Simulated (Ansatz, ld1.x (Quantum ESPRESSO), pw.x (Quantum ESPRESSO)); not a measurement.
Ir (Z = 77): does the TM potential hold in the solid?

| Item | Value |
| --- | --- |
| Element | iridium |
| Generator | ld1.x (Quantum ESPRESSO) 7.5 |
| Type | norm-conserving Troullier–Martins (Kleinman–Bylander form) |
| Functional | PBE |
| Relativity | scalar-relativistic |
| Frozen core | [Xe] 4f14 |
| Valence charge | 9 |
| Reference configuration | 5d7 6s0.5 6p0 (charge +1.5) |
| Partial waves | 6s (bound): rc 1.90 bohr; 6p (bound, empty): rc 3.20 bohr; 5d (bound): rc 1.25 bohr |
| Local potential | all-electron potential smoothed inside 2.88 bohr (lloc = -1) |
| Core correction | a·sin(br)/r model core, default radius (core density twice the valence density) |

Atomic tests: cutoffs needed: 40 Ry and 70 Ry (the cutoffs (Ry, on a coarse ladder) from which the occupation-weighted sum of valence levels, in a spherical-Bessel basis at the reference potential, stays within 10 and 1 mRy of its value at 400 Ry); ghost test: no extra level below or beside the all-electron valence levels (s, p, d, f tested) (spherical-Bessel basis up to 400 Ry, 20 bohr box); largest excitation error: -584 meV (all-electron minus pseudo) for 5d5 6s0 6p0, out of 7 test configurations.

Crystal test: sc Ir in pw.x 7.5, no spin, 13³ k-points, Fermi–Dirac smearing 0.01 Ry, cutoffs 85/340 Ry. The reference is all-electron LAPW (Ansatz 0.2.0) with the same functional, mesh and smearing; V0 and B0 come from Birch–Murnaghan fits to the pressures at five volumes. Errors are pseudo minus all-electron; Δ is the rms difference of the E(V) curves that follow from these fits, minima aligned, over ±6 % about the mean V0. Mesh and smearing are coarse, so the numbers serve the comparison and aren't converged zero-temperature values; the lattice is a test structure that the element need not adopt.

All-electron: a0 = 2.573 Å (V0 = 17.04 Å³/atom), B0 = 242.7 GPa.

Q: How far does the potential miss the all-electron equation of state?

A: mean pressure error (GPa): +4.18; a0 (Å): 2.587; a0 error (%): +0.54; B0 error (%): -0.9; Δ (meV/atom): 14.7. The largest radius (3.20 bohr) exceeds half the bond length (2.43 bohr), so the spheres overlap, which is one possible source of error among others. This is a poor potential for the solid.

| V (Å³/atom) | P all-electron (GPa) | P pseudo (GPa) |
| --- | --- | --- |
| 16.105 | 15.75 | 20.94 |
| 16.529 | 7.96 | 12.55 |
| 16.953 | 1.24 | 5.34 |
| 17.377 | -4.54 | -0.84 |
| 17.801 | -9.51 | -6.22 |

Q: At the middle volume, how do free energy and pressure move when the wave cutoff is lowered (ecutrho kept at four times it)?

A:

```csv
cutoff (Ry),shift of F (meV/atom),shift of P (GPa)
38,+84.3,-4.90
51,+41.7,-0.05
68,+4.5,-0.01
```

Input at the middle volume:

```
&control
  calculation='scf', prefix='x', pseudo_dir='./', outdir='./tmp', tstress=.true., disk_io='low'
/
&system
  ibrav=0, nat=1, ntyp=1, ecutwfc=85, ecutrho=340, nbnd=12,
  occupations='smearing', smearing='fd', degauss=0.01
/
&electrons
  conv_thr=1e-09, mixing_beta=0.4, electron_maxstep=70
/
ATOMIC_SPECIES
Ir 1.0 Ir.UPF
CELL_PARAMETERS angstrom
  2.56890979 0.00000000 0.00000000
  0.00000000 2.56890979 0.00000000
  0.00000000 0.00000000 2.56890979
ATOMIC_POSITIONS crystal
Ir 0.0000 0.0000 0.0000
K_POINTS automatic
13 13 13 0 0 0
```

```bash
pw.x < Ir.scf.in > Ir.scf.out
```

Lines of the output:

```
Message from routine setup:
     using ibrav=0 with symmetry is DISCOURAGED, use correct ibrav instead
     lattice parameter (alat)  =       4.8545  a.u.
     unit-cell volume          =     114.4045 (a.u.)^3
     number of electrons       =         9.00
     number of Kohn-Sham states=           12
     kinetic-energy cutoff     =      85.0000  Ry
     charge density cutoff     =     340.0000  Ry
     scf convergence threshold =      1.0E-09
     Exchange-correlation= PBE
     number of k points=    84  Fermi-Dirac smearing, width (Ry)=  0.0100
     iteration #  1     ecut=    85.00 Ry     beta= 0.40
     total energy              =     -60.03914487 Ry
     estimated scf accuracy    <       1.31707063 Ry
     iteration #  2     ecut=    85.00 Ry     beta= 0.40
     total energy              =     -60.18703929 Ry
     estimated scf accuracy    <       0.03873942 Ry
     iteration #  3     ecut=    85.00 Ry     beta= 0.40
     total energy              =     -60.19643530 Ry
     estimated scf accuracy    <       0.00023422 Ry
     iteration #  4     ecut=    85.00 Ry     beta= 0.40
     total energy              =     -60.19648598 Ry
     estimated scf accuracy    <       0.00005599 Ry
     iteration #  5     ecut=    85.00 Ry     beta= 0.40
     total energy              =     -60.19648983 Ry
     estimated scf accuracy    <       0.00000038 Ry
     iteration #  6     ecut=    85.00 Ry     beta= 0.40
     total energy              =     -60.19648990 Ry
     estimated scf accuracy    <          6.6E-09 Ry
     iteration #  7     ecut=    85.00 Ry     beta= 0.40
     the Fermi energy is    15.0568 ev
!    total energy              =     -60.19648990 Ry
     estimated scf accuracy    <          5.1E-10 Ry
     smearing contrib. (-TS)   =      -0.00719236 Ry
     The total energy is F=E-TS. E is the sum of the following terms:
     one-electron contribution =      13.35323740 Ry
     hartree contribution      =       3.40423105 Ry
     xc contribution           =     -29.60524898 Ry
     ewald contribution        =     -47.34151700 Ry
     convergence has been achieved in   7 iterations
          total   stress  (Ry/bohr**3)                   (kbar)     P=       53.40
```

The run at the middle volume (84 k-points, 7 iterations) took about 10 s on one core of a shared host (Neoverse-V2, 96 threads, 742 GiB, load 46).
